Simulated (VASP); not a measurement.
SrO, 4 atoms in the cell. Symmetry: P6_3mc, No. 186, hexagonal system. The conventional cell has a = 4.275 Å, b = 4.275 Å, c = 5.156 Å, α = 90.00°, β = 90.00°, γ = 120.00°. Sr (site symmetry 3m) is surrounded by 5 O at 2.47 to 2.58 Å. Around O (site symmetry 3m) lie 5 Sr at 2.47 to 2.58 Å. Measurements of this composition are mostly on another form, of space group No. 225.

```yaml
Program: VASP 6.6.1
Task: single point
Functional: PBE
Potentials_or_basis: VASP PAW PBE potentials, release 64 (Sr_sv, O)
Cutoff: 520 eV
k_mesh: 6 × 6 × 4
Occupations: gaussian, width 0.1 eV
Spin: no spin polarisation
Dipole_correction: no
Further_INCAR_settings: ALGO = Normal; EDIFF = 1e-06; NBANDS = 24
```

Potentials or basis: VASP PAW PBE potentials, release 64 (Sr_sv, O).

Run with:

```bash
$ cat potpaw_PBE.64/Sr_sv/POTCAR potpaw_PBE.64/O/POTCAR > POTCAR
$ mpirun -np 1 vasp_std > vasp.out
```

Hardware: 1 thread of Intel(R) Xeon(R) Platinum 8375C CPU @ 2.90GHz (Ice Lake), on a shared host.

**Question.** Estimate the wall time of this run.

**Answer.** Wall time 56 s on 1 thread of Intel(R) Xeon(R) Platinum 8375C CPU @ 2.90GHz (Ice Lake), on a shared host, peak memory 0.2 GiB. Counts: scf iterations 14, k points 21.
